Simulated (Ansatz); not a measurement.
A plane-wave DFT run in Ansatz 0.2.0 (scalar-relativistic PAW potentials unless the input names others): input and command.

```yaml
crystal:
  lattice:
    - [-1.5764743774, -2.7305337185, 0.0]
    - [1.5764743774, -2.7305337185, 0.0]
    - [0.7882371887, -1.3652668593, 17.9896049492]
  atoms:
    - { symbol: Mo, position: [1.0, 0.6449413642, 0.7101172715] }
    - { symbol: Mo, position: [0.3333333333, 0.3116080309, 0.0434506048] }
    - { symbol: Mo, position: [0.6666666667, 0.4782746976, 0.3767839382] }
    - { symbol: S, position: [1.0, 0.7681704368, 0.4636591264] }
    - { symbol: S, position: [0.3333333333, -0.0651628966, 0.7969924598] }
    - { symbol: S, position: [0.6666666667, 0.6015037701, 0.1303257931] }
    - { symbol: S, position: [1.0, 0.855088199, 0.2898236021] }
    - { symbol: S, position: [0.3333333333, 0.0217548656, 0.6231569354] }
    - { symbol: S, position: [0.6666666667, 0.1884215323, 0.9564902687] }
basis:
  ecutwfc: 420
kpoints:
  mp_grid: { grid: [10, 10, 2], shift: [0.5, 0.5, 0.5] }
hamiltonian:
  xc: pbe
  dispersion: d3bj
scf:
  occupations: { method: gaussian, width: 0.05 }
output:
  forces: true
  eigenvalues: true
  stress: true
```

```bash
ansatz run input.yaml --threads 2 --pin off --max-ram 5120MiB --backend cpu --events-out ev --progress --plain --runs-dir out
```

Abridged log:
```
Warning: crystal.symmetry: narrowed to the stabiliser of the k-point mesh — unitary ops 2 → 1; excluded 1 operation that carries a point of the 10×10×2 mesh (shift [0.5, 0.5, 0.5]) off the mesh (the run samples exactly the mesh kpoints.mp_grid names, as under crystal.symmetry.detect: false, and its converged state has the mesh's symmetry, not the crystal's; ε∞, the Born charges and the force constants of a linear response (`dielectric:` by the response, `phonons.method: dfpt`) are averaged over those of the crystal's operations that the state keeps within a tolerance, where `mesh_tensors`, `un ...
Pseudopotentials: kind: paw
Pseudopotential: Mo, paw, valence charge 14, recommended cutoff 420 eV (normal)
Pseudopotential: S, paw, valence charge 6, recommended cutoff 420 eV (normal)
Functional definition: PBE
Crystal: 9 atoms, lattice volume = 154.877 Å³
Basis set: ecut = 420 eV, 2985 PW (Γ), exchange–correlation on 48×48×250 points (8 copies of the dense FFT grid, shifted against one another)
Bands: 48, of which v1, the nominal top of the filled ones, is band 39 counted from 1 (38 counted from 0)
Symmetry: 1 space group operations
k-points: 100 of 200 (time reversal used)
Initial density: superposition of atomic densities (neutral atoms: chi_scale 0, normalization atom), corrected by the library's trained network
Initial wavefunctions: pseudopotential atomic-orbital guess
Functional: x = pbe(κ = 0.804, μ = 0.21951497), c = pbe(β = 0.06672455)
SCF iter   1: F=—  HF=-20287.425559 eV  |F-HF|=—  |Δ(HF+E_count)|=         —  Δρ=9.84e-3  dr2=3.67e-1  ethr=1.77e-3  ⟨swp⟩=8.0  Hψ=20544  notcnv=0
SCF iter   2: F=—  HF=-20287.407421 eV  |F-HF|=—  |Δ(HF+E_count)|=   1.81e-2  Δρ=5.04e-3  dr2=1.92e-1  ethr=4.70e-4  ⟨swp⟩=1.8  Hψ=5816  notcnv=0  defer=21
SCF iter   3: F=—  HF=-20287.392043 eV  |F-HF|=—  |Δ(HF+E_count)|=   1.54e-2  Δρ=1.00e-3  dr2=2.76e-2  ethr=2.46e-4  ⟨swp⟩=2.4  Hψ=5881  notcnv=0  defer=99
SCF iter   4: F=—  HF=-20287.386837 eV  |F-HF|=—  |Δ(HF+E_count)|=   5.21e-3  Δρ=4.89e-4  dr2=2.28e-3  ethr=3.54e-5  ⟨swp⟩=1.5  Hψ=5691  notcnv=0  defer=167
automatic band count: iteration 4 solves 47 bands in place of 48: the levels show a gap, and the empty bands left out lie too high to hold charge; the band table lists the bands solved (type scf.n_extra_bands for more)
SCF iter   5: F=—  HF=-20287.386322 eV  |F-HF|=—  |Δ(HF+E_count)|=   5.15e-4  Δρ=1.75e-4  dr2=1.11e-4  ethr=2.93e-6  ⟨swp⟩=4.1  Hψ=8746  notcnv=0  defer=237
automatic band count: iteration 5 solves 48 bands in place of 47: the levels no longer show a gap clear of their residuals, so the SCF keeps every band
SCF iter   6: F=—  HF=-20287.386314 eV  |F-HF|=—  |Δ(HF+E_count)|=   7.85e-6  Δρ=4.84e-5  dr2=4.17e-6  ethr=1.42e-7  ⟨swp⟩=2.0  Hψ=7374  notcnv=0  defer=238
SCF iter   7: F=—  HF=-20287.386091 eV  |F-HF|=—  |Δ(HF+E_count)|=   2.23e-4  Δρ=1.15e-5  dr2=3.76e-7  ethr=5.34e-9  ⟨swp⟩=2.0  Hψ=6999  notcnv=0  defer=238
SCF iter   8: F=-20287.386091 eV  HF=-20287.386091 eV  |F-HF|=4.62e-9  |Δ(HF+E_count)|=   1.93e-7  Δρ=2.93e-6  dr2=2.06e-8  ethr=1.28e-10  ⟨swp⟩=12.2  Hψ=24414  notcnv=0
SCF 1 converged in 8 iterations: F = -20287.386091 eV  dr2 = 2.06e-8
SCF converged after 8 iterations
Free energy (F): -20287.386091 eV
Harris-Foulkes:  -20287.386091 eV  (|F-HF|=4.62e-9)
Internal energy: -20287.384800 eV  (E = F + TS)
E sigma→0 (E₀):  -20287.385446 eV
Entropy (-TS):   -0.001291 eV (-0.143 meV/atom)
Fermi energy:    12.243449 eV
  E_disp       = -3.969600  (pairwise vdW)
--- Forces (eV/Å), atoms counted from 1 ---
  atom   1  Mo     0.00411841     0.00246465     0.01525160
  atom   2  Mo     6.54796737     3.79642414    15.41991808
  atom   3  Mo    -0.00074829    -0.00038616     0.01559965
  atom   4  S     -0.00089316    -0.00042150    -0.00664039
  atom   5  S     -0.01791589    -0.01039497     0.01656757
  atom   6  S      1.09189332     0.61910452    -0.02509925
  atom   7  S      0.00123003     0.00006493    -0.02883763
  atom   8  S     -0.00111326    -0.00073677    -0.01650886
  atom   9  S     -7.62453008    -4.40611302   -15.39020910
--- Stress (GPa, compression-positive) ---
        8.725695       5.153776      14.164311
        5.153777       2.830624       8.163879
       14.164312       8.163878      24.760137
  P = ⅓ Tr σ = 12.1055 GPa (121.055 kbar)
```

Apart from outputs and empty bands, the input differs from a reference run on usual settings in kpoints.mp_grid.shift: not typed → [0.5, 0.5, 0.5]. The reference, at the same geometry (not necessarily relaxed), gave pressure 12.12 GPa, largest force 17.762 eV/Å, gap on the mesh 0.07 eV. This run converged in 8 SCF iterations (reference: 8) with an energy at zero smearing 0.08 meV/atom below the reference's, pressure 12.11 GPa, largest force 17.731 eV/Å, gap on the mesh 0.04 eV.

The run took 15 s on 2 threads of Intel(R) Xeon(R) 6975P-C (Granite Rapids), on a shared host, peak memory 0.78 GiB.